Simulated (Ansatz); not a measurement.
The parent structure is ZrO2 in the fluorite structure (space group Fm-3m, No. 225; a = 5.089 Å). Axes: x, y, z lie along the cube axes.

Calculations: Kohn–Sham DFT with the r2SCAN functional, run in Ansatz (a first-principles code) with PAW and 500 eV plane waves, no spin-orbit coupling, earlier PAW set.

Strains are applied to the cell and any free atomic positions relax; under stress the whole cell relaxes.

One change was made to it. Results:

```json
[
 {"quantity": "shortest interatomic distance", "base": "2.204 Å", "after": "2.172 Å"},
 {"quantity": "valley order (the lowest conduction-band minima on the path, energy above the VBM, named in the base's zone)", "base": "Γ 3.89 eV; a point along ⟨110⟩, about 0.8 Å⁻¹ from Γ 4.29 eV; X along ⟨100⟩ 4.29 eV; L along ⟨111⟩ 4.49 eV", "after": "Γ 3.88 eV; a point along [101], about 0.9 Å⁻¹ from Γ 4.10 eV; X along [010] 4.29 eV; X along [001] 4.30 eV"}
]
```

Q: Which of these changes matches the shifts?
(A) tensor shear ε_xz = +3.01 %
(B) uniaxial stress, 0.5 GPa tension along x
(C) isotropic strain −1.38 %

A: A, tensor shear ε_xz = +3.01 %. For comparison, the valley order in the other runs: isotropic strain −1.38 % gives Γ 4.01 eV; a point along ⟨110⟩, about 0.8 Å⁻¹ from Γ 4.44 eV; X along ⟨100⟩ 4.45 eV; L along ⟨111⟩ 4.67 eV; uniaxial stress, 0.5 GPa tension along x gives Γ 3.87 eV; X along [100] 4.28 eV; X along [010] 4.28 eV; a point along [011], about 0.8 Å⁻¹ from Γ 4.29 eV.

The levels and masses belong to the bands next to the band gap. Stability under load was not tested beyond the relaxation. This is not the structure that ZrO2 has at room temperature and ambient pressure.
